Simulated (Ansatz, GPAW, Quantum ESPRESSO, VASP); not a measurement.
## One calculation of HfC, 5 ways

```
Hf C
1.0
     0.00000    2.32500    2.32500
     2.32500    0.00000    2.32500
     2.32500    2.32500    0.00000
Hf C
1 1
Direct
  0.50000 0.50000 0.50000
  0.00000 0.00000 0.00000
```

Alike in all runs: task band structure; functional PBE; k mesh 10 × 10 × 10; occupations fermi-dirac, width 0.05 eV; no spin polarisation; no spin-orbit coupling. Pressure is positive in compression and, in plane waves, holds the error of the finite cutoff, which Ansatz's Pulay term estimates and takes out.

```
                            program and potentials  plane-wave cutoff (eV)                                                                      notes  pressure (GPa)
                                Ansatz, Ansatz PAW                     420  15 valence electrons an atom on average; Pulay term of +0.24 GPa included            0.23
    Ansatz, all-electron LAPW, scalar-relativistic                       -                                                                          -            0.28
              VASP, PBE PAW files C, Hf_pv, 520 eV                     520                                     7 valence electrons an atom on average           -0.41
        GPAW, GPAW PAW data sets (gpaw-data 1.2.1)                     800                                     8 valence electrons an atom on average            1.31
Quantum ESPRESSO, PseudoDojo 0.4.1 SR PBE standard                    1116                                     8 valence electrons an atom on average            0.40
```

The pressure spans -0.41 (VASP, PBE PAW files C, Hf_pv, 520 eV) to 1.31 GPa (GPAW, GPAW PAW data sets (gpaw-data 1.2.1)), with all-electron results at 0.28.

Differences between rows come from potentials, basis sets and numerical settings, since the functional is the same but for its coding. Runs on potential files found faulty are left out.
